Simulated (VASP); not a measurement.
# HgSe (F-43m) in VASP: further runs

One crystal, HgSe, is run at these levels: PBE, r2SCAN+D4, PBE+D3(BJ), BLYP; tasks: single point, relaxation of cell and atoms.

Everything below comes from runs of VASP 6.6.1. Logs are shortened: lines on timing, memory, paths and dates and some standing lists are left out, and cuts for length are marked.

## 1. Starting point

Symmetry: F-43m, No. 216, cubic system. The conventional cell has a = 6.078 Å, b = 6.078 Å, c = 6.078 Å, α = 90.00°, β = 90.00°, γ = 90.00°. Hg (site symmetry -43m) is surrounded by 4 Se at 2.63 Å. Se (site symmetry -43m) has 4 Hg at 2.63 Å as nearest neighbours.

## 2. Single point, PBE

Contents of INCAR:

```
SYSTEM = HgSe
PREC = Accurate ; ENCUT = 520
EDIFF = 1E-6 ; ISMEAR = -1
SIGMA = 0.03 ; LREAL = .False.
LASPH = .True. ; NELM = 80
ALGO = Normal ; ISIF = 2
LWAVE = .False. ; LCHARG = .True.
GGA = PE ; LELF = .True.
LVHAR = .True. ; NBANDS = 16
```

Contents of KPOINTS:

```
regular mesh
0
Gamma
  4 4 4
  0 0 0
```

Contents of POSCAR:

```
HgSe
1.0
    0.0000000000      3.0390000000      3.0390000000
    3.0390000000      0.0000000000      3.0390000000
    3.0390000000      3.0390000000      0.0000000000
Hg Se
1 1
Direct
    0.0000000000      0.0000000000      0.0000000000
    0.7500000000      0.7500000000      0.7500000000
```

Potentials or basis: VASP PAW PBE potentials, release 64 (Hg, Se).

Launch:

```bash
cat potpaw_PBE.64/Hg/POTCAR potpaw_PBE.64/Se/POTCAR > POTCAR
mpirun -np 1 vasp_std > vasp.out
```

OUTCAR:

```text
SYSTEM = HgSe
   PREC = Accurate
   ENCUT = 520
   EDIFF = 1E-6
   ISMEAR = -1
   LREAL = .False.
   LASPH = .True.
   NELM = 80
   ISIF = 2
   GGA = PE

 ion  position               nearest neighbor table
   1  0.000  0.000  0.000-   2 2.63   2 2.63   2 2.63   2 2.63
   2  0.750  0.750  0.750-   1 2.63   1 2.63   1 2.63   1 2.63

  LATTYP: Found a face centered cubic cell.
 ALAT       =     6.0780000000

  Lattice vectors:

 A1 = (   0.0000000000,   3.0390000000,   3.0390000000)
 A2 = (   3.0390000000,   0.0000000000,   3.0390000000)
 A3 = (   3.0390000000,   3.0390000000,   0.0000000000)

Analysis of symmetry for initial positions (statically):
=====================================================================
 Subroutine PRICEL returns:
 Original cell was already a primitive cell.

 Routine SETGRP: Setting up the symmetry group for a
 face centered cubic supercell.

 Subroutine GETGRP returns: Found 24 space group operations
 (whereof 24 operations were pure point group operations)
 out of a pool of 48 trial point group operations.

The static configuration has the point symmetry T_d .

Analysis of symmetry for dynamics (positions and initial velocities):
=====================================================================
 Subroutine PRICEL returns:
 Original cell was already a primitive cell.

 Routine SETGRP: Setting up the symmetry group for a
 face centered cubic supercell.

 Subroutine GETGRP returns: Found 24 space group operations
 (whereof 24 operations were pure point group operations)
 out of a pool of 48 trial point group operations.

The dynamic configuration has the point symmetry T_d .

 Subroutine INISYM returns: Found 24 space group operations
 (whereof 24 operations are pure point group operations),
 and found     1 'primitive' translations

----------------------------------------------------------------------------------------

                                     Primitive cell

  volume of cell :      56.1335

  direct lattice vectors                    reciprocal lattice vectors
     0.000000000  3.039000000  3.039000000    -0.164527805  0.164527805  0.164527805
     3.039000000  0.000000000  3.039000000     0.164527805 -0.164527805  0.164527805
     3.039000000  3.039000000  0.000000000     0.164527805  0.164527805 -0.164527805

  length of vectors
     4.297795016  4.297795016  4.297795016     0.284970518  0.284970518  0.284970518

  position of ions in fractional coordinates (direct lattice)
     0.000000000  0.000000000  0.000000000
     0.750000000  0.750000000  0.750000000

  ion indices of the primitive-cell ions
   primitive index   ion index
                 1           1
                 2           2

----------------------------------------------------------------------------------------

 KPOINTS: regular mesh

Automatic generation of k-mesh.
 Grid dimensions read from file:
 generate k-points for:    4    4    4

 Generating k-lattice:

  Cartesian coordinates                     Fractional coordinates (reciprocal lattice)
    -0.041131951  0.041131951  0.041131951     0.250000000  0.000000000  0.000000000
     0.041131951 -0.041131951  0.041131951     0.000000000  0.250000000  0.000000000
     0.041131951  0.041131951 -0.041131951     0.000000000  0.000000000  0.250000000

  Length of vectors
     0.071242629  0.071242629  0.071242629

  Shift w.r.t. Gamma in fractional coordinates (k-lattice)
     0.000000000  0.000000000  0.000000000

 Subroutine IBZKPT returns following result:
 ===========================================

 Found      8 irreducible k-points:

 Following reciprocal coordinates:
            Coordinates               Weight
  0.000000  0.000000  0.000000      1.000000
  0.250000  0.000000  0.000000      8.000000
  0.500000  0.000000  0.000000      4.000000
  0.250000  0.250000  0.000000      6.000000
  0.500000  0.250000  0.000000     24.000000
 -0.250000  0.250000  0.000000     12.000000
  0.500000  0.500000  0.000000      3.000000
 -0.250000  0.500000  0.250000      6.000000
   k-points           NKPTS =      8   k-points in BZ     NKDIM =      8   number of bands    NBANDS=     16
   number of dos      NEDOS =    301   number of ions     NIONS =      2
   total plane-waves  NPLWV =  32768
   dimension x,y,z NGX =    32 NGY =   32 NGZ =   32
   dimension x,y,z NGXF=    64 NGYF=   64 NGZF=   64
   ions per type =               1   1
   NGX,Y,Z   is equivalent  to a cutoff of  12.38, 12.38, 12.38 a.u.
   NGXF,Y,Z  is equivalent  to a cutoff of  24.76, 24.76, 24.76 a.u.
 SYSTEM =  HgSe
   PREC   = accura    normal or accurate (medium, high low for compatibility)
   ISTART =      0    job   : 0-new  1-cont  2-samecut
   ICHARG =      2    charge: 1-file 2-atom 10-const
   ISPIN  =      1    spin polarized calculation?
   LNONCOLLINEAR =      F non collinear calculations
   LSORBIT =      F    spin-orbit coupling
   LASPH  =      T    aspherical Exc in radial PAW
   ENCUT  =  520.0 eV  38.22 Ry    6.18 a.u.   7.99  7.99  7.99*2*pi/ulx,y,z
   NELM   =     80;   NELMIN=  2; NELMDL= -5     # of ELM steps
   EDIFF  = 0.1E-05   stopping-criterion for ELM
   LREAL  =      F    real-space projection
   EDIFFG = 0.1E-04   stopping-criterion for IOM
   NSW    =      0    number of steps for IOM
   IBRION =     -1    ionic relax: 0-MD 1-quasi-New 2-CG
   NFREE  =      0    steps in history (QN), initial steepest desc. (CG)
   ISIF   =      2    stress and relaxation
   ISYM   =      2    0-nonsym 1-usesym 2-fastsym
   POTIM  = 0.5000    time-step for ionic-motion
   TEBEG  =    0.0;   TEEND  =   0.0 temperature during run
   PSTRESS=    0.0 pullay stress
   NELECT =      18.0000    total number of electrons
   NUPDOWN=      -1.0000    fix difference up-down
   EMIN   =  10.00;   EMAX   =-10.00  energy-range for DOS
   EFERMI =   0.00;   METHOD = LEGACY
   ISMEAR =    -1;   SIGMA  =   0.03  broadening in eV -4-tet -1-fermi 0-gaus
   EFERMI_NEDOS =   21; number of points for ismear=-14 and -15
   IALGO  =     38    algorithm
   IMIX   =      4    mixing-type and parameters
     AMIX     =   0.40;   BMIX     =  1.00
     AMIX_MAG =   1.60;   BMIX_MAG =  1.00
  volume/ion in A,a.u.               =      28.07       189.40
  Fermi-wavevector in a.u.,A,eV,Ry     =   1.120534  2.117502 17.083421  1.255596
  Thomas-Fermi vector in A             =   2.257181
   LORBIT       =      0    0 simple, 1 ext, 2 COOP (PROOUT), +10 PAW based schemes
   GGA     = PE    functional components
[... 5 lines left out ...]
 non-spin polarized calculation
  energy-cutoff  :      520.00
  volume of cell :       56.13
 maximum number of plane-waves:      1540
   NGX = 15   NGY = 15   NGZ = 15

 number of electron      18.0000004 magnetization

 Free energy of the ion-electron system (eV)
  ---------------------------------------------------
  ext. energy  EPLUGINS =         0.00000000
  ---------------------------------------------------
  free energy    TOTEN  =        -3.94204655 eV

  energy without entropy =       -3.94025635  energy(sigma->0) =       -3.94115145

 E-fermi :   1.8159     XC(G=0):  -9.0464

 val. band max:        1.7950571116   @ k =   0.0000   0.0000   0.0000
 cond. band min:       2.8601976675   @ k =   0.2500   0.0000   0.0000
 fundamental gap:      1.0651405559
 Fermi energy:         1.8158515122

 k-point     1 :       0.0000    0.0000    0.0000
  band No.  band energies     occupation
      1     -11.6802      2.00000
      2      -5.4127      2.00000
      3      -5.4127      2.00000
      4      -5.4127      2.00000
      5      -4.6701      2.00000
      6      -4.6701      2.00000
[... 8 lines left out ...]
     15      13.0993      0.00000
     16      13.0993      0.00000

 k-point     2 :       0.2500    0.0000    0.0000
  band No.  band energies     occupation
      1     -11.4462      2.00000
      2      -5.3142      2.00000
      3      -5.3142      2.00000
      4      -5.2409      2.00000
      5      -4.6670      2.00000
      6      -4.6670      2.00000
[... 8 lines left out ...]
     15      11.9432      0.00000
     16      11.9432      0.00000

 k-point     3 :       0.5000    0.0000    0.0000
  band No.  band energies     occupation
      1     -11.1980      2.00000
      2      -5.2412      2.00000
      3      -5.2412      2.00000
      4      -4.6220      2.00000
      5      -4.6220      2.00000
      6      -4.3420      2.00000
[... 8 lines left out ...]
     15      13.6151      0.00000
     16      13.6151      0.00000

 k-point     4 :       0.2500    0.2500    0.0000
  band No.  band energies     occupation
      1     -11.3676      2.00000
      2      -5.3717      2.00000
      3      -5.1910      2.00000
      4      -5.1910      2.00000
      5      -4.7242      2.00000
      6      -4.6139      2.00000
[... 8 lines left out ...]
     15      13.2731      0.00000
     16      14.2970      0.00000

 k-point     5 :       0.5000    0.2500    0.0000
  band No.  band energies     occupation
      1     -11.1192      2.00000
      2      -5.2112      2.00000
      3      -5.0755      2.00000
      4      -4.8720      2.00000
      5      -4.6033      2.00000
      6      -4.3988      2.00000
[... 8 lines left out ...]
     15      13.8492      0.00000
     16      14.4313      0.00000

 k-point     6 :      -0.2500    0.2500    0.0000
  band No.  band energies     occupation
      1     -11.2023      2.00000
      2      -5.2045      2.00000
      3      -5.1844      2.00000
      4      -4.8785      2.00000
      5      -4.6908      2.00000
      6      -4.5703      2.00000
[... 8 lines left out ...]
     15      12.8423      0.00000
     16      14.3512      0.00000

 k-point     7 :       0.5000    0.5000    0.0000
  band No.  band energies     occupation
      1     -11.0355      2.00000
      2      -5.2556      2.00000
      3      -4.9042      2.00000
      4      -4.9042      2.00000
      5      -4.5569      2.00000
      6      -4.2963      2.00000
[... 8 lines left out ...]
     15      13.5090      0.00000
     16      14.8842      0.00000

 k-point     8 :      -0.2500    0.5000    0.2500
  band No.  band energies     occupation
      1     -11.0365      2.00000
      2      -5.1196      2.00000
      3      -5.0151      2.00000
      4      -4.7492      2.00000
      5      -4.7244      2.00000
      6      -4.0466      2.00000
[... 8 lines left out ...]
     15      14.2524      0.00000
     16      14.3707      0.00000

------------------------ aborting loop because EDIFF is reached ----------------------------------------

  FORCE on cell =-STRESS in cart. coord.  units (eV):
  Direction    XX          YY          ZZ          XY          YZ          ZX
  --------------------------------------------------------------------------------------
  -------------------------------------------------------------------------------------
  Total        1.8913680      1.8913680      1.8913680      0.0000000     -0.0000000      0.0000000
  in kB       53.9839329     53.9839329     53.9839329      0.0000000     -0.0000000      0.0000000
  external PRESSURE =      53.9839329 kB  Pullay stress =       0.0000000 kB

 VOLUME and BASIS-vectors are now :
 -----------------------------------------------------------------------------
  energy-cutoff  :      520.00
  volume of cell :       56.13
      direct lattice vectors                 reciprocal lattice vectors
     0.000000000  3.039000000  3.039000000    -0.164527805  0.164527805  0.164527805
     3.039000000  0.000000000  3.039000000     0.164527805 -0.164527805  0.164527805
     3.039000000  3.039000000  0.000000000     0.164527805  0.164527805 -0.164527805

 POSITION                                       TOTAL-FORCE (eV/Angst)
 -----------------------------------------------------------------------------------
      0.00000      0.00000      0.00000         0.000000      0.000000      0.000000
      4.55850      4.55850      4.55850        -0.000000     -0.000000     -0.000000
 -----------------------------------------------------------------------------------
    total drift:                                0.000000      0.000000      0.000000

  FREE ENERGIE OF THE ION-ELECTRON SYSTEM (eV)
  ---------------------------------------------------
  free  energy   TOTEN  =        -3.9420465493 eV

  energy  without entropy=       -3.9402563489  energy(sigma->0) =       -3.94115145
```

Wall time 12 s (1 thread of Intel Xeon Platinum 8488C (Sapphire Rapids), shared host); peak memory 0.17 GiB.

Results:

| Property | Result |
| --- | --- |
| Free energy | -3.9420 eV |
| Pressure | 5.4 GPa |
| Band gap on the k mesh | none (metal or under the smearing width) |

Levels at points of the mesh, in eV from the Fermi level:
| k point | band 7 | band 8 | band 9 | band 10 | band 11 | band 12 |
| --- | --- | --- | --- | --- | --- | --- |
| (0.00, 0.00, 0.00) | -0.97 | -0.02 | -0.02 | -0.02 | 5.45 | 5.45 |
| (0.50, 0.00, 0.00) | -5.57 | -1.00 | -1.00 | 1.08 | 6.21 | 6.21 |
| (0.50, 0.50, 0.00) | -5.14 | -2.34 | -2.34 | 2.75 | 2.95 | 8.48 |

Caveat: the k mesh is coarse (spacing up to 0.45 Å⁻¹), so the values aren't converged. Spin-orbit coupling is left out, which matters for the levels of Hg.

(Continued in part 2 of 2.)
